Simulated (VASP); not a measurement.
# GaCo: formation energy of a vacancy on the Ga site, part 4 of 5

Wanted: what a vacancy on the Ga site costs in GaCo and how the lattice relaxes round it. The start is a cell from a database of measured crystal structures.

VASP 6.6.1, plane waves and PAW; the level of theory is named at each step.

So far. Step 3 (Relax the host again, on a new basis): The run ended after 3 ionic steps, 0.000 eV above its first step, once forces and stress met EDIFFG = -0.02. Step 4 (The perfect supercell): The host is treated as a metal, as its relaxation found a gap under 0.3 eV or none, and only the neutral defect is run.

## (5) Reference Ga

This step: SCAN; plane waves and PAW (Ga) (VASP 6.6.1).

System of this step: Ga. The structure is orthorhombic, space group Cmce (No. 64). Conventional cell: a = 4.432 Å, b = 7.598 Å, c = 4.556 Å, α = 90.00°, β = 90.00°, γ = 90.00°. Ga has 7 Ga at 2.49 to 2.75 Å nearest.

The reference for Ga is its crystal, relaxed at the cutoff of the large cell.

INCAR reads:

```
SYSTEM = Ga
PREC = Normal
ENCUT = 300
EDIFF = 1E-05
NELM = 120
ISMEAR = 1
SIGMA = 0.1
LREAL = Auto
ALGO = Normal
METAGGA = SCAN
LASPH = .TRUE.
NBANDS = 12
LORBIT = 11
LWAVE = .FALSE.
LCHARG = .FALSE.
KPAR = 4
IBRION = 2
NSW = 25
ISIF = 3
EDIFFG = -0.02
POTIM = 0.4
```

POSCAR reads:

```
Ga
1.0
    2.2160233304     -3.7989918401      0.0000000000
    2.2160233304      3.7989918401      0.0000000000
    0.0000000000      0.0000000000      4.5555035300
Ga
4
Direct
    0.6556957200      0.3443042800      0.4154013900
    0.8443042800      0.1556957200      0.9154013900
    0.3443042800      0.6556957200      0.5845986100
    0.1556957200      0.8443042800      0.0845986100
```

KPOINTS reads:

```
Automatic mesh
0
Gamma
7 7 6
0 0 0
```

The projector-augmented-wave data sets are Ga (PBE family, release 64).

Command:

```bash
mpirun -np 4 vasp_std
```

Output:

```text
[banner, memory and clock lines left out]
running    4 mpi-ranks, on    1 nodes
 distrk:  each k-point on    1 cores,    4 groups
 distr:  one band on    1 cores,    1 groups

 POSCAR found type information on POSCAR Ga
 POSCAR found :  1 types and       4 ions
|                                                                             |
|               ----> ADVICE to this user running VASP <----                  |
|                                                                             |
|     You have a (more or less) 'small supercell' and for smaller cells       |
|     it is recommended to use the reciprocal-space projection scheme!        |
|     The real-space optimization is not efficient for small cells and it     |
|     is also less accurate ...                                               |
|     Therefore, set LREAL=.FALSE. in the INCAR file.                         |
|                                                                             |

 [... a notice as in an earlier step ...]

 LDA part: xc-table for (None), standard interpolation
 POSCAR, INCAR and KPOINTS ok, starting setup
 FFT: planning ... GRIDC
 FFT: planning ... GRID_SOFT
 FFT: planning ... GRID
 WAVECAR not read
 entering main loop
       N       E                     dE             d eps       ncg     rms          rms(c)
DAV:   1    -0.368961686265E+02   -0.36896E+02   -0.32136E+03  1536   0.528E+02
DAV:   2    -0.641539949915E+02   -0.27258E+02   -0.26207E+02  1936   0.892E+01
DAV:   3    -0.652064258991E+02   -0.10524E+01   -0.10402E+01  2020   0.180E+01
DAV:   4    -0.652126370218E+02   -0.62111E-02   -0.61963E-02  1784   0.129E+00
DAV:   5    -0.652126649200E+02   -0.27898E-04   -0.27884E-04  1964   0.717E-02    0.460E+00
DAV:   6    -0.654612346488E+02   -0.24857E+00   -0.36897E-01  1572   0.405E+00    0.317E+00
DAV:   7    -0.653743869493E+02    0.86848E-01   -0.36433E-01  1552   0.500E+00    0.887E-01
DAV:   8    -0.653670552023E+02    0.73317E-02   -0.23045E-02  1724   0.126E+00    0.109E-01
DAV:   9    -0.653674475884E+02   -0.39239E-03   -0.12124E-03  1836   0.290E-01    0.939E-02
DAV:  10    -0.653675162242E+02   -0.68636E-04   -0.41877E-04  1664   0.189E-01    0.121E-02
DAV:  11    -0.653675171415E+02   -0.91729E-06   -0.27039E-05  1808   0.389E-02
   1 F= -.65367517E+02 E0= -.65367581E+02  d E =-.653675E+02
 curvature:   0.00 expect dE= 0.000E+00 dE for cont linesearch  0.000E+00
 trial: gam= 0.00000 g(F)=  0.279E-03 g(S)=  0.186E-02 ort = 0.000E+00 (trialstep = 0.100E+01)
 search vector abs. value=  0.213E-02
 bond charge predicted
       N       E                     dE             d eps       ncg     rms          rms(c)
DAV:   1    -0.653689451367E+02   -0.14289E-02   -0.15607E-02  1848   0.689E-01    0.834E-02
DAV:   2    -0.653689794425E+02   -0.34306E-04   -0.17424E-03  1672   0.293E-01    0.606E-02
DAV:   3    -0.653688493510E+02    0.13009E-03   -0.51660E-04  1616   0.181E-01    0.132E-02
DAV:   4    -0.653688481810E+02    0.11700E-05   -0.31020E-05  1824   0.380E-02
   2 F= -.65368848E+02 E0= -.65368881E+02  d E =-.133104E-02
[...]
3 F= -.65368921E+02 E0= -.65368943E+02  d E =-.140374E-02
[...]
4 F= -.65369120E+02 E0= -.65369126E+02  d E =-.198622E-03
 trial-energy change:   -0.000199  1 .order   -0.000204   -0.000239   -0.000169
 step:   3.6202(harm=  3.6202)  dis= 0.00344  next Energy=   -65.369328 (dE=-0.407E-03)
 bond charge predicted
       N       E                     dE             d eps       ncg     rms          rms(c)
DAV:   1    -0.653693007387E+02   -0.17851E-03   -0.11362E-02  1856   0.536E-01    0.424E-02
DAV:   2    -0.653692700418E+02    0.30697E-04   -0.59530E-04  1684   0.153E-01    0.221E-02
DAV:   3    -0.653692527011E+02    0.17341E-04   -0.92434E-05  1780   0.717E-02    0.487E-03
DAV:   4    -0.653692548368E+02   -0.21357E-05   -0.53648E-06   904   0.165E-02
   5 F= -.65369255E+02 E0= -.65369221E+02  d E =-.333958E-03
 curvature:  -2.05 expect dE=-0.212E-03 dE for cont linesearch -0.171E-04
 trial: gam= 0.00000 g(F)=  0.421E-04 g(S)=  0.616E-04 ort =-0.460E-04 (trialstep = 0.157E+01)
 search vector abs. value=  0.104E-03
 reached required accuracy - stopping structural energy minimisation
```

Elapsed: 26 s, on 4 MPI ranks of AMD EPYC 9R45, shared host; peak memory 0.49 GiB.

OUTCAR, selected parts (step 5):

```text
   k-points           NKPTS =     64   k-points in BZ     NKDIM =     64   number of bands    NBANDS=     12

   ENCUT  =  300.0 eV  22.05 Ry    4.70 a.u.   6.21  6.21  6.43*2*pi/ulx,y,z

   NELECT =      12.0000    total number of electrons

 E-fermi :   2.2643

 k-point     1 :       0.0000    0.0000    0.0000
  band No.  band energies     occupation
    ...
      2      -2.3747      2.00000
      3      -2.0213      2.00000
      4       0.4421      2.00000
      5       0.9046      2.00000
      6       1.4803      2.00000
      7       3.2815     -0.00000
      8       3.4254     -0.00000
      9       3.4316     -0.00000
     10       7.8268      0.00000
     11       7.8534      0.00000
    ...

  Total        0.0456183     -0.0052237     -0.0654071      0.0000000     -0.0000000      0.0000000
  in kB        0.9587027     -0.1097802     -1.3745787      0.0000000     -0.0000000      0.0000000
  external PRESSURE =      -0.1752187 kB  Pullay stress =       0.0000000 kB

 POSITION                                       TOTAL-FORCE (eV/Angst)
 -----------------------------------------------------------------------------------
      2.19948     -1.18128      1.89020         0.000000     -0.007176     -0.014876
      2.19948     -2.61675      4.17174         0.000000      0.007176     -0.014876
      2.19948      1.18128      2.67287         0.000000      0.007176      0.014876
      2.19948      2.61675      0.39133         0.000000     -0.007176      0.014876
 -----------------------------------------------------------------------------------
    total drift:                                0.000000      0.000000      0.000000

  FREE ENERGIE OF THE ION-ELECTRON SYSTEM (eV)
  ---------------------------------------------------
  free  energy   TOTEN  =       -65.3692548368 eV

  energy  without entropy=      -65.3691544317  energy(sigma->0) =      -65.36922137

[... 1 part as in an earlier step ...]

[... 15 further parts left out ...]
```

CONTCAR:

```
Ga
   1.00000000000000
     2.1994790617169722   -3.7980367060805089   -0.0000000000000000
     2.1994790617169722    3.7980367060805089    0.0000000000000000
     0.0000000000000000    0.0000000000000000    4.5630688367871608
  Ga
     4
Direct
     0.6555125293242280    0.3444874706757721    0.4142396033783167
     0.8444874706757720    0.1555125293242280    0.9142396033783168
     0.3444874706757721    0.6555125293242280    0.5857603966216832
     0.1555125293242280    0.8444874706757720    0.0857603966216833
```

The k-mesh is coarse for a metal. The run keeps the 8 symmetry operations of its start, so it cannot find a distortion of lower symmetry.

Step by step:

| step | energy less that of the first step (eV) | largest force (eV/Å) | pressure (GPa) | volume (Å³) |
| --- | --- | --- | --- | --- |
| 1 | 0.0000 | 0.0425 | -0.41 | 76.70 |
| 2 | -0.0013 | 0.0261 | -0.05 | 76.27 |
| 3 | -0.0014 | 0.0287 | 0.08 | 76.14 |
| 4 | -0.0016 | 0.0242 | 0.06 | 76.17 |
| 5 | -0.0017 | 0.0165 | -0.02 | 76.24 |

```
conventional cell, symmetrised  before  after  change
                         a (Å)   4.432  4.399  -0.7 %
                         b (Å)   7.598  7.596  -0.0 %
                         c (Å)   4.556  4.563  +0.2 %
              volume (Å³/atom)   19.18  19.06  -0.6 %
```

The relaxed structure:

```cif
data_structure
_symmetry_space_group_name_H-M 'P 1'
_symmetry_Int_Tables_number 1
_cell_length_a 4.3889
_cell_length_b 4.3889
_cell_length_c 4.5631
_cell_angle_alpha 90.000
_cell_angle_beta 90.000
_cell_angle_gamma 119.849
_cell_volume 76.24
loop_
_atom_site_label
_atom_site_type_symbol
_atom_site_fract_x
_atom_site_fract_y
_atom_site_fract_z
_atom_site_occupancy
Ga1 Ga 0.65551 0.34449 0.41424 1
Ga2 Ga 0.84449 0.15551 0.91424 1
Ga3 Ga 0.34449 0.65551 0.58576 1
Ga4 Ga 0.15551 0.84449 0.08576 1
```

This step gave:

```
electronic cycles   : 25
electrons           : 12
free energy (TOTEN) : -65.3693 eV
Fermi energy        : 2.264 eV
```

The run ended after 5 ionic steps, 0.002 eV below its first step, once forces and stress met EDIFFG = -0.02.

Energy at zero smearing: -65.36922 eV.

## (6) Reference Co

This step: SCAN, spin-polarised from a ferromagnetic start; plane waves and PAW (Co) (VASP 6.6.1).

System of this step: Co. The structure is hexagonal, space group P6_3/mmc (No. 194). The conventional cell has a = 2.510 Å, b = 2.510 Å, c = 4.071 Å, α = 90.00°, β = 90.00°, γ = 120.00°. Nearest to Co lie 12 Co at 2.50 to 2.51 Å.

Co is not exchanged here; its energy serves the host's formation enthalpy.

Changes to INCAR since step 5:

```diff
@@ -1,2 +1,2 @@
-SYSTEM = Ga
+SYSTEM = Co
 PREC = Normal
@@ -11,3 +11,6 @@
 LASPH = .TRUE.
-NBANDS = 12
+NBANDS = 18
+ISPIN = 2
+MAGMOM = 1.7 1.7
+LMAXMIX = 4
 LORBIT = 11
```

POSCAR reads:

```
Co
1.0
    2.5100000000      0.0000000000      0.0000000000
   -1.2550000000      2.1737237635      0.0000000000
    0.0000000000      0.0000000000      4.0712200000
Co
2
Direct
    0.0000000000      0.0000000000      0.0000000000
    0.3333333333      0.6666666667      0.5000000000
```

KPOINTS reads:

```
Automatic mesh
0
Gamma
12 12 7
0 0 0
```

PAW data sets: Co (PBE family, release 64).

Command:

```bash
mpirun -np 4 vasp_std
```

Output:

```text
[banner, memory and clock lines left out]
running    4 mpi-ranks, on    1 nodes
 distrk:  each k-point on    1 cores,    4 groups
 distr:  one band on    1 cores,    1 groups

 POSCAR found type information on POSCAR Co
 POSCAR found :  1 types and       2 ions
 [... a notice as in an earlier step ...]

 [... a notice as in an earlier step ...]

 LDA part: xc-table for (None), standard interpolation
 POSCAR, INCAR and KPOINTS ok, starting setup
 FFT: planning ... GRIDC
 FFT: planning ... GRID_SOFT
 FFT: planning ... GRID
 WAVECAR not read
 entering main loop
       N       E                     dE             d eps       ncg     rms          rms(c)
DAV:   1     0.386780882826E+02    0.38678E+02   -0.54427E+03  5872   0.842E+02
DAV:   2    -0.374178117705E+02   -0.76096E+02   -0.68879E+02  5506   0.188E+02
DAV:   3    -0.398047846362E+02   -0.23870E+01   -0.23416E+01  6154   0.427E+01
DAV:   4    -0.398464842673E+02   -0.41700E-01   -0.41682E-01  7262   0.465E+00
DAV:   5    -0.398472236266E+02   -0.73936E-03   -0.73933E-03  6290   0.512E-01    0.176E+01
DAV:   6    -0.352116512420E+02    0.46356E+01   -0.17469E+01  6244   0.832E+01    0.101E+01
DAV:   7    -0.344088566052E+02    0.80279E+00   -0.20943E+00  6972   0.269E+01    0.460E+00
DAV:   8    -0.344308933192E+02   -0.22037E-01   -0.11079E-01  6328   0.279E+00    0.185E+00
DAV:   9    -0.344002451160E+02    0.30648E-01   -0.20599E-02  7406   0.158E+00    0.628E-01
DAV:  10    -0.343949039426E+02    0.53412E-02   -0.90003E-03  5826   0.102E+00    0.219E-01
DAV:  11    -0.343914305864E+02    0.34734E-02   -0.26559E-03  7126   0.749E-01    0.110E-01
DAV:  12    -0.343913976438E+02    0.32943E-04   -0.18253E-04  6494   0.135E-01    0.676E-02
DAV:  13    -0.343918155327E+02   -0.41789E-03   -0.16375E-04  6744   0.152E-01    0.389E-02
DAV:  14    -0.343918337317E+02   -0.18199E-04   -0.38381E-05  6018   0.655E-02    0.154E-02
DAV:  15    -0.343921137351E+02   -0.28000E-03   -0.16799E-05  5284   0.455E-02    0.104E-02
DAV:  16    -0.343920192060E+02    0.94529E-04   -0.29645E-06  3000   0.184E-02    0.478E-03
DAV:  17    -0.343919782091E+02    0.40997E-04   -0.33553E-07  2828   0.609E-03    0.261E-03
DAV:  18    -0.343919939781E+02   -0.15769E-04   -0.16769E-07  2820   0.479E-03    0.866E-04
DAV:  19    -0.343919956462E+02   -0.16680E-05   -0.45845E-08  2806   0.230E-03
   1 F= -.34391996E+02 E0= -.34392294E+02  d E =-.343920E+02  mag=     3.5893
 curvature:   0.00 expect dE= 0.000E+00 dE for cont linesearch  0.000E+00
 trial: gam= 0.00000 g(F)=  0.234E-41 g(S)=  0.233E+00 ort = 0.000E+00 (trialstep = 0.100E+01)
 search vector abs. value=  0.233E+00
 bond charge predicted
       N       E                     dE             d eps       ncg     rms          rms(c)
DAV:   1    -0.373825769745E+02   -0.29906E+01   -0.25019E+01  5802   0.854E+01    0.147E+01
DAV:   2    -0.346164288814E+02    0.27661E+01   -0.59729E+00  6286   0.558E+01    0.912E+00
DAV:   3    -0.344520508595E+02    0.16438E+00   -0.48968E-01  6908   0.121E+01    0.403E+00
DAV:   4    -0.344091173197E+02    0.42934E-01   -0.39613E-02  6028   0.215E+00    0.132E+00
DAV:   5    -0.343880620679E+02    0.21055E-01   -0.12962E-02  7090   0.164E+00    0.614E-01
DAV:   6    -0.343858809712E+02    0.21811E-02   -0.91257E-03  6326   0.127E+00    0.315E-01
DAV:   7    -0.343877015643E+02   -0.18206E-02   -0.11025E-03  6350   0.340E-01    0.140E-01
DAV:   8    -0.343880984230E+02   -0.39686E-03   -0.17609E-04  6124   0.143E-01    0.518E-02
DAV:   9    -0.343883261300E+02   -0.22771E-03   -0.27512E-05  6112   0.606E-02    0.241E-02
DAV:  10    -0.343883420376E+02   -0.15908E-04   -0.66201E-06  2928   0.378E-02    0.497E-03
DAV:  11    -0.343883141949E+02    0.27843E-04   -0.87483E-07  2794   0.986E-03    0.401E-03
DAV:  12    -0.343883133480E+02    0.84689E-06   -0.44725E-07  2784   0.838E-03
   2 F= -.34388313E+02 E0= -.34388341E+02  d E =0.368230E-02  mag=     3.4097
[...]
3 F= -.34446391E+02 E0= -.34446520E+02  d E =-.543956E-01  mag=     3.5537
[...]
4 F= -.34445568E+02 E0= -.34445767E+02  d E =-.535727E-01  mag=     3.5211
[...]
5 F= -.34445133E+02 E0= -.34445345E+02  d E =-.531377E-01  mag=     3.5179
[...]
6 F= -.34446231E+02 E0= -.34446399E+02  d E =-.109749E-02  mag=     3.5333
[...]
7 F= -.34446224E+02 E0= -.34446392E+02  d E =-.109064E-02  mag=     3.5332
[...]
8 F= -.34446139E+02 E0= -.34446310E+02  d E =-.100605E-02  mag=     3.5318
 curvature:  -0.41 expect dE=-0.367E-04 dE for cont linesearch -0.152E-06
 trial: gam= 0.21885 g(F)=  0.173E-43 g(S)=  0.892E-04 ort =-0.132E-04 (trialstep = 0.898E+00)
 search vector abs. value=  0.106E-03
 bond charge predicted
       N       E                     dE             d eps       ncg     rms          rms(c)
DAV:   1    -0.344465022177E+02   -0.35531E-03   -0.65116E-03  6006   0.855E-01    0.133E-01
DAV:   2    -0.344458708598E+02    0.63136E-03   -0.61754E-04  6880   0.495E-01    0.816E-02
DAV:   3    -0.344459471536E+02   -0.76294E-04   -0.69459E-05  6760   0.147E-01    0.461E-02
DAV:   4    -0.344458952151E+02    0.51938E-04   -0.10362E-05  4058   0.355E-02    0.137E-02
DAV:   5    -0.344459224671E+02   -0.27252E-04   -0.53347E-06  2834   0.263E-02    0.513E-03
DAV:   6    -0.344459105454E+02    0.11922E-04   -0.15281E-06  2760   0.144E-02    0.336E-03
DAV:   7    -0.344459085706E+02    0.19748E-05   -0.47901E-07  2758   0.743E-03
   9 F= -.34445909E+02 E0= -.34446083E+02  d E =0.230804E-03  mag=     3.5330
 trial-energy change:    0.000231  1 .order   -0.000025   -0.000078    0.000027
 step:   0.6678(harm=  0.6678)  dis= 0.00000  next Energy=   -34.446168 (dE=-0.288E-04)
 reached required accuracy - stopping structural energy minimisation
```

Elapsed: 69 s, on 4 MPI ranks; peak memory 0.44 GiB.

Parts of OUTCAR (step 6):

```text
   k-points           NKPTS =     76   k-points in BZ     NKDIM =     76   number of bands    NBANDS=     18

   ENCUT  =  300.0 eV  22.05 Ry    4.70 a.u.   3.54  3.54  5.75*2*pi/ulx,y,z

   NELECT =      18.0000    total number of electrons

 E-fermi :  10.8485

 spin component 1
 k-point     1 :       0.0000    0.0000    0.0000
  band No.  band energies     occupation
    ...
      8       8.1375      1.00000
      9       8.1376      1.00000
     10       9.2554      1.00000
     11       9.2554      1.00000
     12      10.3761      1.00000
     13      17.2161      0.00000
     14      33.9497      0.00000
     15      37.1452      0.00000
     16      37.1459      0.00000
     17      37.1595      0.00000
    ...

 k-point     2 :       0.0833   -0.0000    0.0000
  band No.  band energies     occupation
    ...
      7       7.9219      1.00000
      8       7.9821      1.00000
      9       8.0639      1.00000
     10       8.5207      1.00000
     11       9.2852      1.00000
     12      11.4404     -0.00000
     13      17.2649      0.00000
     14      32.1225      0.00000
     15      34.6076      0.00000
     16      34.8196      0.00000
    ...

  Total        0.0168506      0.0168506     -0.0011943      0.0000000      0.0000000      0.0000000
  in kB        1.2992378      1.2992378     -0.0920816      0.0000000      0.0000000      0.0000000
  external PRESSURE =       0.8354646 kB  Pullay stress =       0.0000000 kB

 POSITION                                       TOTAL-FORCE (eV/Angst)
 -----------------------------------------------------------------------------------
      2.44841      0.00000     -0.00000         0.000000     -0.000000      0.000000
     -0.00000      1.41359      2.00127        -0.000000      0.000000     -0.000000
 -----------------------------------------------------------------------------------
    total drift:                               -0.000000      0.000000     -0.000000

  FREE ENERGIE OF THE ION-ELECTRON SYSTEM (eV)
  ---------------------------------------------------
  free  energy   TOTEN  =       -34.4459085706 eV

  energy  without entropy=      -34.4464312334  energy(sigma->0) =      -34.44608279

 magnetization (x)
# of ion       s       p       d       tot
------------------------------------------
    1       -0.009  -0.074   1.900   1.818
    2       -0.009  -0.074   1.900   1.818
--------------------------------------------------
tot         -0.017  -0.147   3.801   3.636

[... 1 part as in an earlier step ...]

[... 20 further parts left out ...]
```

CONTCAR:

```
Co
   1.00000000000000
     2.4484144594638084    0.0000000000000000   -0.0000000000000000
    -1.2242072297319042    2.1203891208897843    0.0000000000000000
     0.0000000000000000   -0.0000000000000000    4.0025422740723755
  Co
     2
Direct
     1.0000000000000000    0.0000000000000000    0.0000000000000000
     0.3333333332999970    0.6666666667000030    0.5000000000000000
```

The run keeps the 24 symmetry operations of its start, so it cannot find a distortion of lower symmetry.

The steps of the relaxation:

| step | energy less that of the first step (eV) | largest force (eV/Å) | pressure (GPa) | volume (Å³) |
| --- | --- | --- | --- | --- |
| 1 | 0.0000 | 0.0000 | -14.42 | 22.21 |
| 2 | 0.0037 | 0.0000 | 14.11 | 19.74 |
| 3 | -0.0544 | 0.0000 | -3.25 | 21.03 |
| 4 | -0.0536 | 0.0000 | 0.03 | 20.76 |
| 5 | -0.0531 | 0.0000 | 0.48 | 20.74 |
| 6 | -0.0542 | 0.0000 | -0.32 | 20.80 |
| 7 | -0.0542 | 0.0000 | -0.31 | 20.80 |
| 8 | -0.0541 | 0.0000 | -0.23 | 20.80 |
| 9 | -0.0539 | 0.0000 | 0.08 | 20.78 |

```csv
"conventional cell, symmetrised",before,after,change
a (Å),2.510,2.448,-2.5 %
b (Å),2.510,2.448,-2.5 %
c (Å),4.071,4.003,-1.7 %
volume (Å³/atom),11.11,10.39,-6.5 %
```

The relaxed structure:

```xyz
2
Lattice="2.4484 0.0000 0.0000 -1.2242 2.1204 0.0000 0.0000 0.0000 4.0025" Properties=species:S:1:pos:R:3 pbc="T T T"
Co    0.0000    0.0000    0.0000
Co    0.0000    1.4136    2.0013
```

This step gave:

| Item | Value |
| --- | --- |
| electronic cycles | 84 |
| electrons | 18 |
| free energy (TOTEN) | -34.45 eV |
| energy at zero smearing | -34.45 eV |
| Fermi energy | 10.85 eV |
| moment of the cell, from the last line of the log | 3.533 μB |

Spin moment in the PAW sphere by atom:

| atom | spin moment in the PAW sphere (μB) |
| --- | --- |
| Co1 | 1.82 |
| Co2 | 1.82 |

The run ended after 9 ionic steps, 0.054 eV below its first step, once forces and stress met EDIFFG = -0.02.

Energy at zero smearing: -34.44608 eV.

(Continued in part 5 of 5.)

[Lines on the potential files, build, host, timing and source positions are cut from VASP's logs without a mark.]

[Logs are printed without paths, hosts, clocks, repeated set-up lines and the standing remarks that a program may print on its own settings, such as how far it seeks lower states.]

[Hosts, paths, dates, database ids (printed as entryN), source tags and the programs' standing remarks are cut or masked in the printed files.]

[In band tables of VASP the shares of atoms and orbitals are scaled to a sum of 1 inside the atoms' spheres.]

[Runs that stopped without an error message from VASP are left out.]
